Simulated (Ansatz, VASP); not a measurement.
## TiC in VASP and in Ansatz

```
Ti C
1.0
     0.00000    2.16639    2.16639
     2.16639    0.00000    2.16639
     2.16639    2.16639    0.00000
Ti C
1 1
Direct
  0.00000 0.00000 0.00000
  0.50000 0.50000 0.50000
```

Alike in both runs: functional PBE; k mesh 16 × 16 × 16; occupations fermi-dirac, width 0.08 eV; no spin polarisation.

Ansatz relaxed the structure, and its values are those at the end. VASP's run is a single point on that final structure, the one shown.

|  | VASP | Ansatz |
| --- | --- | --- |
| version | VASP 6.6.1 | Ansatz 0.2.0 |
| potentials or method | VASP PAW PBE potentials, release 64 (Ti_sv, C) | PAW with Ansatz's default frozen-core files, scalar-relativistic |
| plane-wave cutoff (eV) | 520 | 420 |
| valence electrons in the cell | 16 | 16 |

Ansatz gave:

| Item | Value |
| --- | --- |
| pressure (GPa) | 0.0 |

**Question.** Estimate VASP's values.

**Answer.** Pressure (GPa): 0.3.
